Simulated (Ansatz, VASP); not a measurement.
## Two plane-wave programs on SiO2

```
CELL_PARAMETERS angstrom
-2.48121 2.48121 3.67325
2.48121 -2.48121 3.67325
2.48121 2.48121 -3.67325
ATOMIC_POSITIONS crystal
Si 0.00000 0.00000 0.00000
Si 0.75000 0.25000 0.50000
O 0.97778 0.62500 0.85278
O 0.37500 0.22778 0.35278
O 0.77222 0.12500 0.14722
O 0.87500 0.02222 0.64722
```

Alike in both runs: functional PBE; k mesh 6 × 6 × 6; occupations gaussian, width 0.02 eV; no spin polarisation.

Ansatz relaxed the structure, and its values are those at the end. VASP's run is a single point on that final structure, the one shown.

|  | VASP | Ansatz |
| --- | --- | --- |
| version | VASP 6.6.1 | Ansatz 0.2.0 |
| potentials or method | VASP PAW PBE potentials, release 64 (Si, O) | scalar-relativistic, plane waves, PAW |
| plane-wave cutoff (eV) | 520 | 420 |
| valence electrons in the cell | 32 | 32 |

|  | VASP | Ansatz | Ansatz less VASP |
| --- | --- | --- | --- |
| gap on the k mesh at the Fermi level (eV) | 5.84 | 5.84 | +0.002 |
| least direct gap on the mesh (eV) | 5.84 | 5.84 | +0.002 |
| pressure (GPa) | 0.9 | 0.8 | -0.11 |

A k mesh can miss the band edges. A hybrid or GW would open this gap; PBE tends to underestimate it.
